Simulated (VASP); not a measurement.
# MnO2 (Pmmn) in VASP: notebook, part 2 of 2

VASP 6.6.1.

## Step 3: Single point, PBEsol, collinear spin, ferromagnetic start

Input file run.py:

```python
from ase.calculators.vasp import Vasp
from ase.dft.bandgap import bandgap
from ase.io import read

atoms = read('MnO2.cif', primitive_cell=True, subtrans_included=False)
atoms.set_initial_magnetic_moments([4.0, 4.0, 0.0, 0.0, 0.0, 0.0])
calc = Vasp(
    directory='calc',
    xc='pbesol',
    pp='PBE',
    setups={'base': 'minimal', 'Mn': '_GW', 'O': '_GW'},
    prec='Accurate',
    encut=550,
    ediff=1e-06,
    ismear=0,
    sigma=0.1,
    lreal=False,
    lasph=True,
    nelm=120,
    algo='Normal',
    isif=2,
    lwave=False,
    lcharg=False,
    ispin=2,
    lorbit=11,
    lmaxmix=4,
    kpts=[9, 7, 5],
    gamma=True,
    nbands=32,
)
atoms.calc = calc

print('energy (eV):', atoms.get_potential_energy())
print('free energy (eV):', atoms.get_potential_energy(force_consistent=True))
print('forces (eV/A):')
print(atoms.get_forces())
print('stress (eV/A^3, Voigt):', atoms.get_stress())
print('Fermi level (eV):', calc.get_fermi_level())
print('moment (muB):', atoms.get_magnetic_moment())
print('site moments (muB):', atoms.get_magnetic_moments())
gap, top, bottom = bandgap(calc)
print('band gap (eV):', gap, 'from (spin, k, band)', top, 'to', bottom)
```

Input file MnO2.cif:

```cif
data_MnO2
_cell_length_a 2.90415800
_cell_length_b 3.84481000
_cell_length_c 6.16426400
_cell_angle_alpha 90.00000000
_cell_angle_beta 90.00000000
_cell_angle_gamma 90.00000000
_space_group_name_H-M_alt 'Pmmn'
_space_group_name_Hall 'P 2 2ab -1ab'
_space_group_IT_number 59
loop_
_space_group_symop_operation_xyz
'x,y,z'
'-x,-y,z'
'x+1/2,-y+1/2,-z'
'-x+1/2,y+1/2,-z'
'-x+1/2,-y+1/2,-z'
'x+1/2,y+1/2,-z'
'-x,y,z'
'x,-y,z'
loop_
_atom_site_label
_atom_site_type_symbol
_atom_site_symmetry_multiplicity
_atom_site_Wyckoff_symbol
_atom_site_fract_x
_atom_site_fract_y
_atom_site_fract_z
_atom_site_occupancy
Mn1 Mn 2 a 0.5000000000 0.5000000000 0.3433015000 1
O1 O 2 b 0.5000000000 0.0000000000 0.8375675000 1
O2 O 2 b 0.5000000000 0.0000000000 0.4217995000 1
```

Potentials or basis: VASP PAW PBE potentials, release 64 (Mn_GW, O_GW).

Command:

```console
> python run.py
```

Output:

```text
energy (eV): -49.43596777
free energy (eV): -49.43783928
forces (eV/A):
[[ 0.          0.         -0.22607385]
 [ 0.          0.          0.22607385]
 [ 0.          0.         -1.12052158]
 [ 0.          0.          1.12052158]
 [ 0.          0.          0.26386169]
 [ 0.          0.         -0.26386169]]
stress (eV/A^3, Voigt): [ 0.11731967  0.07168628  0.06740495 -0.         -0.         -0.        ]
Fermi level (eV): 1.81617545
moment (muB): 5.9998756
site moments (muB): [ 2.772  2.772  0.111  0.111 -0.011 -0.011]
band gap (eV): 0.0 from (spin, k, band) (None, None, None) to (None, None, None)
```

OUTCAR:

```text
ENCUT = 550.000000
   EDIFF = 1.00e-06
   GGA = PS
   PREC = Accurate
   ISIF = 2
   ISMEAR = 0
   ISPIN = 2
   LORBIT = 11
   NELM = 120
   LASPH = .TRUE.
   LREAL = .FALSE.

 ion  position               nearest neighbor table
   1  0.500  0.500  0.343-   4 1.83   4 1.83   5 1.98   5 1.98   6 2.05   6 2.05   2 3.09   2 3.09
                             2 3.09   2 3.09
   2  0.000  0.000  0.657-   3 1.83   3 1.83   6 1.98   6 1.98   5 2.05   5 2.05   1 3.09   1 3.09
                             1 3.09   1 3.09
   3  0.500  0.000  0.838-   2 1.83   2 1.83
   4  0.000  0.500  0.162-   1 1.83   1 1.83
   5  0.500  0.000  0.422-   1 1.98   1 1.98   2 2.05   2 2.05
   6  0.000  0.500  0.578-   2 1.98   2 1.98   1 2.05   1 2.05

  LATTYP: Found a simple orthorhombic cell.
 ALAT       =     2.9041580000
 B/A-ratio  =     1.3238983554
 C/A-ratio  =     2.1225649569

  Lattice vectors:

 A1 = (   2.9041580000,   0.0000000000,   0.0000000000)
 A2 = (   0.0000000000,   3.8448100000,   0.0000000000)
 A3 = (   0.0000000000,   0.0000000000,   6.1642640000)

Analysis of symmetry for initial positions (statically):
=====================================================================
 Subroutine PRICEL returns:
 Original cell was already a primitive cell.

 Routine SETGRP: Setting up the symmetry group for a
 simple orthorhombic supercell.

 Subroutine GETGRP returns: Found  8 space group operations
 (whereof  4 operations were pure point group operations)
 out of a pool of  8 trial point group operations.

The static configuration has the point symmetry C_2v.
 The point group associated with its full space group is D_2h.

Analysis of symmetry for dynamics (positions and initial velocities):
=====================================================================
 Subroutine PRICEL returns:
 Original cell was already a primitive cell.

 Routine SETGRP: Setting up the symmetry group for a
 simple orthorhombic supercell.

 Subroutine GETGRP returns: Found  8 space group operations
 (whereof  4 operations were pure point group operations)
 out of a pool of  8 trial point group operations.

The dynamic configuration has the point symmetry C_2v.
 The point group associated with its full space group is D_2h.

[... 153 lines left out ...]
 Gauss-broadening in eV      SIGMA  =   0.10
  energy-cutoff  :      550.00
  volume of cell :       68.83
 maximum number of plane-waves:      2046
 NGX is ok and might be reduce to    24
   NGX = 11   NGY = 15   NGZ = 23

 number of electron      37.9999990 magnetization       5.9998756

 Free energy of the ion-electron system (eV)
  ---------------------------------------------------
  ext. energy  EPLUGINS =         0.00000000
  ---------------------------------------------------
  free energy    TOTEN  =       -49.43783928 eV

  energy without entropy =      -49.43409625  energy(sigma->0) =      -49.43596777

 E-fermi :   1.8162     XC(G=0): -10.7088

 val. band max:        1.8054510015   @ k =   0.4444   0.0000   0.0000
 cond. band min:       1.8442485849   @ k =   0.2222   0.0000   0.2000
 fundamental gap:      0.0387975834
 Fermi energy:         1.8161754454

 spin component 1

 k-point     1 :       0.0000    0.0000    0.0000
  band No.  band energies     occupation
      1     -17.9539      1.00000
      2     -16.1989      1.00000
      3     -15.7536      1.00000
      4     -15.7189      1.00000
      5      -5.1787      1.00000
      6      -4.3556      1.00000
[... 805 lines left out ...]
     30      14.8061      0.00000
     31      15.2140      0.00000

 [... further k-points ...]

 spin component 2

 k-point     1 :       0.0000    0.0000    0.0000
  band No.  band energies     occupation
      1     -17.8581      1.00000
      2     -16.1386      1.00000
      3     -15.5225      1.00000
      4     -15.4993      1.00000
      5      -4.6807      1.00000
      6      -3.6674      1.00000
[... 805 lines left out ...]
     30      15.2320      0.00000
     31      15.9074      0.00000

 [... further k-points ...]

 [bands above 31 left out]

------------------------ aborting loop because EDIFF is reached ----------------------------------------

  FORCE on cell =-STRESS in cart. coord.  units (eV):
  Direction    XX          YY          ZZ          XY          YZ          ZX
  --------------------------------------------------------------------------------------
  -------------------------------------------------------------------------------------
  Total       -8.0750831     -4.9341483     -4.6394654      0.0000000      0.0000000      0.0000000
  in kB     -187.9668347   -114.8540809   -107.9946319      0.0000000      0.0000000      0.0000000
  external PRESSURE =    -136.9385158 kB  Pullay stress =       0.0000000 kB

 VOLUME and BASIS-vectors are now :
 -----------------------------------------------------------------------------
  energy-cutoff  :      550.00
  volume of cell :       68.83
      direct lattice vectors                 reciprocal lattice vectors
     2.904158000  0.000000000  0.000000000     0.344333883  0.000000000  0.000000000
     0.000000000  3.844810000  0.000000000     0.000000000  0.260090876  0.000000000
     0.000000000  0.000000000  6.164264000     0.000000000  0.000000000  0.162225369

 POSITION                                       TOTAL-FORCE (eV/Angst)
 -----------------------------------------------------------------------------------
      1.45208      1.92240      2.11620         0.000000      0.000000     -0.226074
      0.00000      0.00000      4.04806         0.000000      0.000000      0.226074
      1.45208      0.00000      5.16299         0.000000      0.000000     -1.120522
      0.00000      1.92240      1.00128         0.000000      0.000000      1.120522
      1.45208      0.00000      2.60008         0.000000      0.000000      0.263862
      0.00000      1.92240      3.56418         0.000000      0.000000     -0.263862
 -----------------------------------------------------------------------------------
    total drift:                                0.000000      0.000000      0.000000

  FREE ENERGIE OF THE ION-ELECTRON SYSTEM (eV)
  ---------------------------------------------------
  free  energy   TOTEN  =       -49.4378392824 eV

  energy  without entropy=      -49.4340962547  energy(sigma->0) =      -49.43596777

 total charge

# of ion       s       p       d       f       tot
--------------------------------------------------
    1        0.408   0.654   5.036   0.080   6.179
    2        0.408   0.654   5.036   0.080   6.179
    3        1.565   3.276   0.000   0.000   4.841
    4        1.565   3.276   0.000   0.000   4.841
    5        1.539   3.359   0.000   0.000   4.899
    6        1.539   3.359   0.000   0.000   4.899
--------------------------------------------------
tot          7.026  14.579  10.073   0.161  31.838

 magnetization (x)

# of ion       s       p       d       f       tot
--------------------------------------------------
    1        0.027   0.027   2.715   0.003   2.772
    2        0.027   0.027   2.715   0.003   2.772
    3        0.004   0.107   0.000   0.000   0.111
    4        0.004   0.107   0.000   0.000   0.111
    5        0.008  -0.020   0.000   0.000  -0.011
    6        0.008  -0.020   0.000   0.000  -0.011
--------------------------------------------------
tot          0.080   0.228   5.430   0.006   5.744
```

INCAR:

```text
ENCUT = 550.000000
SIGMA = 0.100000
EDIFF = 1.00e-06
ALGO = Normal
GGA = PS
PREC = Accurate
ISIF = 2
ISMEAR = 0
ISPIN = 2
LMAXMIX = 4
LORBIT = 11
NBANDS = 32
NELM = 120
LASPH = .TRUE.
LCHARG = .FALSE.
LWAVE = .FALSE.
LREAL = .FALSE.
MAGMOM = 2*4.0000 4*0.0000
```

Run time: 2.3 min. Hardware: 1 thread of Intel Xeon 6975P-C (Granite Rapids), shared host; peak memory 0.35 GiB.

What came out:

| Property | Result |
| --- | --- |
| Free energy | -49.4378 eV |
| Pressure | -13.7 GPa |
| Largest force | 1.121 eV/Å |
| Band gap on the k mesh | none (metal or under the smearing width) |
| Net moment | 6.00 μB per cell |
| Site moments | Mn +2.77; O +0.11, -0.01 μB |
| Valence electrons inside the program's atomic spheres | Mn 6.18; O 4.84, 4.90 |

Forces on the atoms (eV/Å):
```
Mn   0.000  0.000 -0.226
Mn   0.000  0.000  0.226
O    0.000  0.000 -1.121
O    0.000  0.000  1.121
O    0.000  0.000  0.264
O    0.000  0.000 -0.264
```

Levels at points of the mesh, in eV from the Fermi level:
Spin up:
| k point | band 20 | band 21 | band 22 | band 23 | band 24 | band 25 |
| --- | --- | --- | --- | --- | --- | --- |
| (0.00, 0.00, 0.00) | -0.90 | -0.11 | 0.16 | 0.57 | 0.65 | 2.15 |
Spin down:
```tsv
k point	band 12	band 13	band 14	band 15	band 16	band 17	band 18	band 19	band 20	band 21
(0.00, 0.00, 0.00)	-2.74	-2.51	-2.06	-2.01	-1.59	0.47	0.95	1.13	1.31	2.09
```

Caveat: the PAW data sets were made with another functional, which shifts forces and pressure a little; semilocal functionals often make such compounds metallic where correlation or magnetic order opens a gap, which also shifts bond lengths; only a ferromagnetic start was run, and an antiferromagnetic order may lie lower in energy.
